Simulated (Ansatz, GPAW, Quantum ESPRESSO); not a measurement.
# Simulated XPS, UPS and emission spectra of NaH, part 7 of 8

What would valence photoemission of NaH look like, and what sets its shape?

Ansatz 0.2.0, Quantum ESPRESSO 7.5 and GPAW 26.7.0; DFT, LDA, plane-wave PAW, default files, scalar-relativistic (the session's first sound run).

So far. Step 4 (Quantum ESPRESSO: self-consistent run): At this level the gap is 3.37 eV on the k-mesh of the self-consistent run, which can miss the band edges. Step 7 (Quantum ESPRESSO: bands): On this path the gap is indirect, 3.36 eV, with the valence top at W and the conduction bottom at L. The least direct gap is 4.26 eV.

## (9) GPAW with atomic orbitals

This step: DFT, LDA, PAW datasets of GPAW, numerical atomic orbitals (LCAO), scalar-relativistic (GPAW 26.7.0).

An atomic-orbital basis pays off in large cells; this run shows what it costs in accuracy.

run.py reads:

```python
import json
import numpy as np
from ase import Atoms
from ase.parallel import paropen
from gpaw import GPAW, PW, FermiDirac, Mixer, MixerDif, setup_paths

atoms = Atoms(['Na', 'H'],
              cell=[[0.0, 2.44, 2.44], [2.44, 0.0, 2.44], [2.44, 2.44, 0.0]],
              scaled_positions=[[0.0, 0.0, 0.0], [0.5, 0.5, 0.5]],
              pbc=(True, True, True))
params = dict(mode='lcao',
              xc='LDA',
              kpts={'size': (14, 14, 14), 'gamma': True},
              occupations=FermiDirac(0.05),
              nbands=-8,
              maxiter=200,
              txt='gs.txt',
              basis='dzp',
              h=0.2)
atoms.calc = calc = GPAW(**params)
atoms.get_potential_energy()
ef = calc.get_fermi_level()
nk, ns = len(calc.get_ibz_k_points()), calc.get_number_of_spins()
out = dict(free=atoms.get_potential_energy(force_consistent=True), ef=ef, nel=calc.get_number_of_electrons(), cell=atoms.cell[:], frac=atoms.get_scaled_positions(wrap=False),
           eig=[[calc.get_eigenvalues(k, s) for k in range(nk)] for s in range(ns)], forces=atoms.get_forces(apply_constraint=False))
dense = calc.fixed_density(kpts={'size': (20, 20, 20), 'gamma': True}, txt='dos.txt')
out['eig_dense'] = [[dense.get_eigenvalues(k, s) for k in range(len(dense.get_ibz_k_points()))] for s in range(ns)]
dos = dense.dos(shift_fermi_level=False)
e = ef + np.arange(-30, 12, 0.05)
out['e'], out['dos'] = e - ef, dos.raw_dos(e, width=0.1)
kpts = [[0.0, 0.0, 0.0], [0.033333, 0.0, 0.033333], [0.066667, 0.0, 0.066667], [0.1, 0.0, 0.1], ..., [0.5, 0.0, 0.5]]  # list cut here
bands = calc.fixed_density(kpts=kpts, symmetry='off', txt='bands.txt')
out['band_e'] = [[bands.get_eigenvalues(k, s) for k in range(len(kpts))] for s in range(ns)]
with paropen('out.json', 'w') as f:
    json.dump(out, f, default=lambda a: a.tolist())
```

On the command line:

```sh
OMP_NUM_THREADS=1 mpirun -n 4 gpaw python run.py > run.log
```

Numbers of over 12 decimals in the logs are rounded to 6 here.

What it wrote:

```text
__  _  _
 | _ |_)|_||  |
 |__||  | ||/\| - 26.7.0

units:  Angstrom and eV
cores:  4
OpenMP: True

Versions:

Paths:

Git-hashes:

OMP_NUM_THREADS: 1

Environment variables:
  GPAW_CPUPY:          False
  GPAW_DEBUG:          False
  GPAW_MPI_BACKEND:    cgpaw
  GPAW_MPI_OPTIONS:    None
  GPAW_NO_C_EXTENSION: False
  GPAW_NO_GPU_MPI:     False
  GPAW_TRACE:          False
  GPAW_USE_GPUS:       False

Input parameters:
  mode=LCAO(),
  basis={'default': 'dzp'},
  h=0.2,
  kpts=MonkhorstPack(size=(14, 14, 14), gamma=True),
  maxiter=200,
  nbands=-8,
  occupations=Occupations(name='fermi-dirac', width=0.05, fixmagmom=False),
  xc=XC(name='LDA')

               H

       Na

Atoms  # Å, Bohr magnetons
|   | symbol |        x |        y |        z |    initial magnetic moments |
|---|--------|----------|----------|----------|-----------------------------|
| 0 |     Na | 0.000000 | 0.000000 | 0.000000 | ( 0.0000,  0.0000,  0.0000) |
| 1 |      H | 2.440000 | 2.440000 | 2.440000 | ( 0.0000,  0.0000,  0.0000) |

Unit cell  # Å
| periodic |        x |        y |        z |  lengths |    angles |
|----------|----------|----------|----------|----------|-----------|
|      yes | 0.000000 | 2.440000 | 2.440000 | 3.450681 | 60.000000 |
|      yes | 2.440000 | 0.000000 | 2.440000 | 3.450681 | 60.000000 |
|      yes | 2.440000 | 2.440000 | 0.000000 | 3.450681 | 60.000000 |

Number of symmetries: 48
Symmetry operations  # r_c * U_cc + t_c -> r_c
|    | kind |            matrix            |
|----|------|------------------------------|
|  0 |  σ   |  1, 0, 0,  1, 0,-1,  1,-1, 0 |
|  1 |  C2  |  1, 0, 0,  1,-1, 0,  1, 0,-1 |
|  2 |  E   |  1, 0, 0,  0, 1, 0,  0, 0, 1 |
|  3 |  σ   |  1, 0, 0,  0, 0, 1,  0, 1, 0 |
|  4 |  C4  |  1, 0,-1,  1, 0, 0,  1,-1, 0 |
|  5 |  S6  |  1, 0,-1,  1,-1, 0,  1, 0, 0 |
|  6 |  σ   |  1, 0,-1,  0, 1,-1,  0, 0,-1 |
|  7 |  C3  |  1, 0,-1,  0, 0,-1,  0, 1,-1 |
|  8 |  S6  |  1,-1, 0,  1, 0, 0,  1, 0,-1 |
|  9 |  C4  |  1,-1, 0,  1, 0,-1,  1, 0, 0 |
| 10 |  C3  |  1,-1, 0,  0,-1, 1,  0,-1, 0 |
| 11 |  σ   |  1,-1, 0,  0,-1, 0,  0,-1, 1 |
| 12 |  σ   |  0, 1, 0,  1, 0, 0,  0, 0, 1 |
| 13 |  C4  |  0, 1, 0,  0, 1,-1, -1, 1, 0 |
| 14 |  C3  |  0, 1, 0,  0, 0, 1,  1, 0, 0 |
| 15 |  S6  |  0, 1, 0, -1, 1, 0,  0, 1,-1 |
| 16 |  C2  |  0, 1,-1,  1, 0,-1,  0, 0,-1 |
| 17 |  σ   |  0, 1,-1,  0, 1, 0, -1, 1, 0 |
| 18 |  S4  |  0, 1,-1,  0, 0,-1,  1, 0,-1 |
| 19 |  C4  |  0, 1,-1, -1, 1, 0,  0, 1, 0 |
| 20 |  C3  |  0, 0, 1,  1, 0, 0,  0, 1, 0 |
| 21 |  σ   |  0, 0, 1,  0, 1, 0,  1, 0, 0 |
| 22 |  S6  |  0, 0, 1,  0,-1, 1, -1, 0, 1 |
| 23 |  C4  |  0, 0, 1, -1, 0, 1,  0,-1, 1 |
| 24 |  S4  |  0, 0,-1,  1, 0,-1,  0, 1,-1 |
| 25 |  C3  |  0, 0,-1,  0, 1,-1,  1, 0,-1 |
| 26 |  C2  |  0, 0,-1,  0,-1, 0, -1, 0, 0 |
| 27 |  S6  |  0, 0,-1, -1, 0, 0,  0,-1, 0 |
| 28 |  S4  |  0,-1, 1,  1,-1, 0,  0,-1, 0 |
| 29 |  C4  |  0,-1, 1,  0, 0, 1, -1, 0, 1 |
| 30 |  C2  |  0,-1, 1,  0,-1, 0,  1,-1, 0 |
| 31 |  σ   |  0,-1, 1, -1, 0, 1,  0, 0, 1 |
| 32 |  C3  |  0,-1, 0,  1,-1, 0,  0,-1, 1 |
| 33 |  S6  |  0,-1, 0,  0, 0,-1, -1, 0, 0 |
| 34 |  S4  |  0,-1, 0,  0,-1, 1,  1,-1, 0 |
| 35 |  C2  |  0,-1, 0, -1, 0, 0,  0, 0,-1 |
| 36 |  C2  | -1, 1, 0,  0, 1, 0,  0, 1,-1 |
| 37 |  S6  | -1, 1, 0,  0, 1,-1,  0, 1, 0 |
| 38 |  S4  | -1, 1, 0, -1, 0, 1, -1, 0, 0 |
| 39 |  C3  | -1, 1, 0, -1, 0, 0, -1, 0, 1 |
| 40 |  S6  | -1, 0, 1,  0, 0, 1,  0,-1, 1 |
| 41 |  C2  | -1, 0, 1,  0,-1, 1,  0, 0, 1 |
| 42 |  C3  | -1, 0, 1, -1, 1, 0, -1, 0, 0 |
| 43 |  S4  | -1, 0, 1, -1, 0, 0, -1, 1, 0 |
| 44 |  C2  | -1, 0, 0,  0, 0,-1,  0,-1, 0 |
| 45 |  i   | -1, 0, 0,  0,-1, 0,  0, 0,-1 |
| 46 |  σ   | -1, 0, 0, -1, 1, 0, -1, 0, 1 |
| 47 |  C2  | -1, 0, 0, -1, 0, 1, -1, 1, 0 |

BZ-sampling:
  Number of BZ points: 2744
  Number of IBZ points: 104

  Monkhorst-Pack size: [14, 14, 14]
  Monkhorst-Pack shift: [0.035714, 0.035714, 0.035714]

K-points  # in reciprocal-cell coordinates
|     |                                coordinates |     weight |
|-----|--------------------------------------------|------------|
|   0 | (  0.00000000,   0.00000000,   0.00000000) | 0.00036443 |
|   1 | (  0.07142857,   0.07142857,   0.00000000) | 0.00218659 |
|   2 | (  0.07142857,   0.07142857,   0.07142857) | 0.00291545 |
|   3 | (  0.14285714,   0.07142857,   0.07142857) | 0.00437318 |
|   4 | (  0.14285714,   0.14285714,   0.00000000) | 0.00218659 |
|   5 | (  0.14285714,   0.14285714,   0.07142857) | 0.00874636 |
|   6 | (  0.14285714,   0.14285714,   0.14285714) | 0.00291545 |
|   7 | (  0.21428571,   0.14285714,   0.07142857) | 0.00874636 |
|   8 | (  0.21428571,   0.14285714,   0.14285714) | 0.00874636 |
|   9 | (  0.21428571,   0.21428571,   0.00000000) | 0.00218659 |
| ... |                                            |            |
| 103 | (  0.50000000,   0.50000000,   0.50000000) | 0.00145773 |

basis functions: 22
Spin-components: 1 (collinear spins)
Bands:           12
Projectors:      8
Spin-degeneracy: 2
Datatype:        <class 'complex'>

  Storage: CPU
  Wave functions: 439_296 bytes (109_824 per core)

Parallelization:
  kpt:    4
  domain: 1
  band:   1

Density:
  Valence electrons: 8.0
  Components: 1
  Grid points: [16 16 16]
  Charge: 0.0  # |e|

Potential:
  Grid points: [16 16 16]

species:
  Na:
    name:    Sodium
    Z:       11.0
    valence: 7
    core:    4
    charge:  0.0  # [|e|]
    file:    Na.LDA.gz
    compensation charges:
      type: gauss
      rc: 0.37  # [Å]
      lmax: 2
    cutoffs:
      filter: 2.17  # [Å]
      core: 2.59  # [Å]
    projectors
    | kind |    occ | energy [eV] | rcut [Å] |
    |------|--------|-------------|----------|
    |   3s |  1.000 |      -2.819 |    1.201 |
    |   2p |  6.000 |     -28.826 |    1.217 |
    |   3p |  0.000 |      -0.774 |    1.217 |
    |    s |        |      24.392 |    1.201 |
    |    d |        |       0.000 |    1.238 |

    LCAO basis set for Na:
      Name: dzp
      File: Na.dzp.basis.gz
      Number of radial functions: 7
      Number of spherical harmonics: 17
        l=0, rc=11.4062 Bohr: 3s-sz confined orbital
        l=1, rc=3.6719 Bohr: 2p-sz confined orbital
        l=1, rc=15.9375 Bohr: 3p-sz confined orbital
        l=0, rc=6.9531 Bohr: 3s-dz split-valence wave
        l=1, rc=2.4219 Bohr: 2p-dz split-valence wave
        l=1, rc=10.0469 Bohr: 3p-dz split-valence wave
        l=1, rc=11.4062 Bohr: p-type Gaussian polarization
      Number of RI-basis functions 0

  H:
    name:    Hydrogen
    Z:       1.0
    valence: 1
    core:    0
    charge:  0.0  # [|e|]
    file:    H.LDA.gz
    compensation charges:
[...]
| 26 |  C2  |  0, 0,-1,  0,-1, 0, -1, 0, 0 |
| 27 |  S6  |  0, 0,-1, -1, 0, 0,  0,-1, 0 |
| 28 |  S4  |  0,-1, 1,  1,-1, 0,  0,-1, 0 |
| 29 |  C4  |  0,-1, 1,  0, 0, 1, -1, 0, 1 |
| 30 |  C2  |  0,-1, 1,  0,-1, 0,  1,-1, 0 |
| 31 |  σ   |  0,-1, 1, -1, 0, 1,  0, 0, 1 |
| 32 |  C3  |  0,-1, 0,  1,-1, 0,  0,-1, 1 |
| 33 |  S6  |  0,-1, 0,  0, 0,-1, -1, 0, 0 |
| 34 |  S4  |  0,-1, 0,  0,-1, 1,  1,-1, 0 |
| 35 |  C2  |  0,-1, 0, -1, 0, 0,  0, 0,-1 |
| 36 |  C2  | -1, 1, 0,  0, 1, 0,  0, 1,-1 |
| 37 |  S6  | -1, 1, 0,  0, 1,-1,  0, 1, 0 |
| 38 |  S4  | -1, 1, 0, -1, 0, 1, -1, 0, 0 |
| 39 |  C3  | -1, 1, 0, -1, 0, 0, -1, 0, 1 |
| 40 |  S6  | -1, 0, 1,  0, 0, 1,  0,-1, 1 |
| 41 |  C2  | -1, 0, 1,  0,-1, 1,  0, 0, 1 |
| 42 |  C3  | -1, 0, 1, -1, 1, 0, -1, 0, 0 |
| 43 |  S4  | -1, 0, 1, -1, 0, 0, -1, 1, 0 |
| 44 |  C2  | -1, 0, 0,  0, 0,-1,  0,-1, 0 |
| 45 |  i   | -1, 0, 0,  0,-1, 0,  0, 0,-1 |
| 46 |  σ   | -1, 0, 0, -1, 1, 0, -1, 0, 1 |
| 47 |  C2  | -1, 0, 0, -1, 0, 1, -1, 1, 0 |

BZ-sampling:
  Number of BZ points: 2744
  Number of IBZ points: 104

  Monkhorst-Pack size: [14, 14, 14]
  Monkhorst-Pack shift: [0.035714, 0.035714, 0.035714]

K-points  # in reciprocal-cell coordinates
|     |                                coordinates |     weight |
|-----|--------------------------------------------|------------|
|   0 | (  0.00000000,   0.00000000,   0.00000000) | 0.00036443 |
|   1 | (  0.07142857,   0.07142857,   0.00000000) | 0.00218659 |
|   2 | (  0.07142857,   0.07142857,   0.07142857) | 0.00291545 |
|   3 | (  0.14285714,   0.07142857,   0.07142857) | 0.00437318 |
|   4 | (  0.14285714,   0.14285714,   0.00000000) | 0.00218659 |
|   5 | (  0.14285714,   0.14285714,   0.07142857) | 0.00874636 |
|   6 | (  0.14285714,   0.14285714,   0.14285714) | 0.00291545 |
|   7 | (  0.21428571,   0.14285714,   0.07142857) | 0.00874636 |
|   8 | (  0.21428571,   0.14285714,   0.14285714) | 0.00874636 |
|   9 | (  0.21428571,   0.21428571,   0.00000000) | 0.00218659 |
| ... |                                            |            |
| 103 | (  0.50000000,   0.50000000,   0.50000000) | 0.00145773 |

basis functions: 22
Spin-components: 1 (collinear spins)
Bands:           12
Projectors:      8
Spin-degeneracy: 2
Datatype:        <class 'complex'>

  Storage: CPU
  Wave functions: 439_296 bytes (109_824 per core)

Parallelization:
  kpt:    4
  domain: 1
  band:   1

Density:
  Valence electrons: 8.0
  Components: 1
  Grid points: [16 16 16]
  Charge: 0.0  # |e|

Potential:
  Grid points: [16 16 16]

species:
  Na:
    name:    Sodium
    Z:       11.0
    valence: 7
    core:    4
    charge:  0.0  # [|e|]
    file:    Na.LDA.gz
    compensation charges:
      type: gauss
      rc: 0.37  # [Å]
      lmax: 2
    cutoffs:
      filter: 2.17  # [Å]
      core: 2.59  # [Å]
    projectors
    | kind |    occ | energy [eV] | rcut [Å] |
    |------|--------|-------------|----------|
    |   3s |  1.000 |      -2.819 |    1.201 |
    |   2p |  6.000 |     -28.826 |    1.217 |
    |   3p |  0.000 |      -0.774 |    1.217 |
    |    s |        |      24.392 |    1.201 |
    |    d |        |       0.000 |    1.238 |

    LCAO basis set for Na:
      Name: dzp
      File: Na.dzp.basis.gz
      Number of radial functions: 7
      Number of spherical harmonics: 17
        l=0, rc=11.4062 Bohr: 3s-sz confined orbital
        l=1, rc=3.6719 Bohr: 2p-sz confined orbital
        l=1, rc=15.9375 Bohr: 3p-sz confined orbital
        l=0, rc=6.9531 Bohr: 3s-dz split-valence wave
        l=1, rc=2.4219 Bohr: 2p-dz split-valence wave
        l=1, rc=10.0469 Bohr: 3p-dz split-valence wave
        l=1, rc=11.4062 Bohr: p-type Gaussian polarization
      Number of RI-basis functions 0

  H:
    name:    Hydrogen
    Z:       1.0
    valence: 1
    core:    0
    charge:  0.0  # [|e|]
    file:    H.LDA.gz
    compensation charges:
      type: gauss
      rc: 0.15  # [Å]
      lmax: 2
    cutoffs:
      filter: 0.85  # [Å]
      core: 0.53  # [Å]
    projectors
    | kind |    occ | energy [eV] | rcut [Å] |
    |------|--------|-------------|----------|
    |   1s |  1.000 |      -6.353 |    0.476 |
    |    s |        |      20.858 |    0.476 |
    |    p |        |       0.000 |    0.476 |

    LCAO basis set for H:
      Name: dzp
      File: H.dzp.basis.gz
      Number of radial functions: 3
      Number of spherical harmonics: 5
        l=0, rc=6.4219 Bohr: 1s-sz confined orbital
        l=0, rc=3.6094 Bohr: 1s-dz split-valence wave
        l=1, rc=6.4219 Bohr: p-type Gaussian polarization
      Number of RI-basis functions 0

Reference energy: -4410.837503  # eV

eigensolver:
  <gpaw.new.lcao.eigensolver.LCAOEigensolver object at 0xa2c7b136900>
density mixing:
  MSR1-Mixer
  Pratt-step length: 0.05
  Maximum mixing coefficient: 0.75
  Old densities: 10
  SVD Regularization: 0.005
  Good broyden scale: 1.0
  Trust region scale: 1.0
  Backstep threshold: 4.0
  History deletion threshold: 6.0
  Fourier metric: weight=20.0, sigma=0.015

occupation numbers:
  Fermi-Dirac:
    width: 0.0500  # eV

FastPoissonSolver using
    Stencil: 12*3+1=37 point O(h^6) finite-difference Laplacian
    FFT axes: [np.int64(0), np.int64(1), np.int64(2)]
    FST axes: []

xc functional:
  name: None
interpolation: tri-quintic # 5. degree polynomial

Initialization done in: 2.785 s

convergence criteria:
- Maximum [total energy] change in last 3 cyles: 0.0005 eV / valence electron
- Maximum integral of absolute [dens]ity change: 0.0001 electrons / valence electron
- Maximum integral of absolute [eigenst]ate change: 4e-08 eV^2 / valence electron
maximum number of iterations: 200

SCF iterations
|iter     |     time |      energy | eigst |  dens |
|---------|----------|-------------|-------|-------|
|iter:   1|       0s |   -5.522895 |      c|       |
|iter:   2|      25s |   -5.487334 |      c| -1.08 |
|iter:   3|      50s |   -5.289238 |      c| -1.12 |
|iter:   4|      76s |   -5.286673 |      c| -1.82 |
|iter:   5|     101s |   -5.286790c|      c| -2.32 |
|iter:   6|     126s |   -5.286788c|      c| -3.57 |
|iter:   7|     151s |   -5.286787c|      c| -4.56c|

Converged in 7 steps
SCF loop duration: 152.312 s (21.759 s/step)
Energy contributions relative to reference atoms: (reference = -4410.837503)

Energy contributions:
  Kinetic:           4.733748
  Coulomb:          -4.912413
  Zero:             -0.013347
  External:          0.000000
  Xc:               -5.094775
  Entropy:          -0.000000
  Spinorbit:         0.000000
  ----------------------------
  Free energy:      -5.286787
  Extrapolated:     -5.286787

dipole moment: (-4.596547, -4.596547, -4.596547)  # |e|*Ang

Fermi level: -0.158
Eigenvalues  # (at kpt = [0.000, 0.000, 0.000])
| band index |      eig [eV] | occ [0-2] |
|------------|---------------|-----------|
|          0 |       -23.547 |     2.000 |
|          1 |       -23.546 |     2.000 |
|          2 |       -23.546 |     2.000 |
|          3 |        -5.038 |     2.000 |
|          4 |         9.264 |     0.000 |
|          5 |        14.747 |     0.000 |
|          6 |        14.748 |     0.000 |
|          7 |        14.748 |     0.000 |
|          8 |        22.848 |     0.000 |
|          9 |        22.850 |     0.000 |
|         10 |        22.850 |     0.000 |
|         11 |        39.617 |     0.000 |

Gap: 3.510 eV
Transition (v -> c):
  (s=0, k=73, n=3, [0.50, 0.29, -0.21]) -> (s=0, k=103, n=4, [0.50, 0.50, 0.50])
Direct/indirect transitions are different
Direct gap: 4.386 eV
Transition at: (s=0, k=96, n=3, [0.50, 0.50, 0.00])

Forces  # eV/Ang
|        x |        y |        z |
|----------|----------|----------|
| -0.00000 |  0.00000 | -0.00000 |  # Na   0
|  0.00000 | -0.00000 | -0.00000 |  # H    1

Force computation time: 141.126  # s

timing:  # [seconds]
  Total:  300.986  # ━━━━━━━━━━━━━━━━━━━━━━━━━━━━━━━━━━━━━━━━━━━━━━━━━━━━━━━━
  Init:     2.396  # ╸
  SCF:    152.312  # ━━━━━━━━━━━━━━━━━━━━━━━━━━━━╸
  Forces: 141.126  # ━━━━━━━━━━━━━━━━━━━━━━━━━━╸

Max RSS: 250.188  # MiB
```

Wall time 5.1 min (4 MPI ranks of Intel Xeon Platinum 8488C (Sapphire Rapids), shared host).

This step gave:

* free energy: -5.287 eV
* Fermi energy: -0.1583 eV
* gap on the path: 3.451 eV
* least direct gap on the path: 4.338 eV
* gap from the DOS mesh: 3.455 eV

Electronic bands along the path, in eV, zero at the valence-band maximum; v1 is the highest filled band, c1 the lowest empty one:

```tsv
point	v1	c1	c2
Γ	-3.72	10.58	16.06
0.53 of the way	-2.21	7.16	11.32
X	-0.17	4.21	10.15
0.47 of the way	-0.14	4.37	7.98
U	-0.12	4.92	6.01
jump to K	-0.12	4.92	6.01
0.53 of the way	-2.40	7.15	9.05
Γ	-3.72	10.58	16.06
0.47 of the way	-2.82	7.44	12.24
L	-0.91	3.50	10.81
0.47 of the way	-0.56	4.06	7.69
W	0.00	5.62	5.62
0.47 of the way	-0.08	4.62	7.26
X	-0.17	4.21	10.15
```

The electronic bands as a text plot (rows in eV, shown from -3.7 to 5.5 only):

```
    5.3 |         +       ++++                +          + +
    4.9 |                +                              +   +
    4.5 |          +   ++                              +     ++
    4.2 |           +++                        +      +        ++
    3.8 |                                       +   ++
    3.4 |                                        +++
    3.0 |
    2.6 |
    2.2 |
    1.9 |
    1.5 |
    1.1 |
    0.7 |
    0.3 |
   -0.1 |           *******                             *********
   -0.5 |          *       **                         **
   -0.8 |                    *                   *****
   -1.2 |         *           *                **
   -1.6 |        *             *
   -2.0 |       *               *             *
   -2.4 |     **                             *
   -2.8 |                        *          *
   -3.1 |   **                    **      **
   -3.5 |***                        ******
         Γ           X  U|K            Γ         L        W     X
```

The DOS has structure finer than the step of the table below, so its rows give means over 1 eV, whole bins alone (the curve runs from -23.6 to 7.91 eV). Peaks (eV: height): -22.3: 30.1.

The DOS by E, zero at the valence-band maximum; means over each step:

```tsv
E (eV)	DOS (states/eV/cell)
-23	0.0149
-22	5.99
-21	0
-20	0
-19	0
-18	0
-17	0
-16	0
-15	0
-14	0
-13	0
-12	0
-11	0
-10	0
-9	0
-8	0
-7	0
-6	0
-5	0
-4	0.0171
-3	0.206
-2	0.393
-1	0.817
0	0.567
1	0
2	0
3	0.0123
4	0.377
5	0.988
6	0.550
7	0.592
```

(Part 7 of 8 ends here.)

[Logs are printed without paths, hosts, clocks, repeated set-up lines and the standing remarks that a program may print on its own settings, such as how far it seeks lower states.]

[Hosts, paths, dates, database ids (printed as entryN), source tags and the programs' standing remarks are cut or masked in the printed files.]

[Maps of the electrostatic potential energy from Ansatz leave out the sawtooth potential of an applied field or a dipole correction, so their vacuum need not be flat; work functions include it.]

[Peak lists hold at most the 14 tallest peaks of each spectrum; further lines can be left out.]
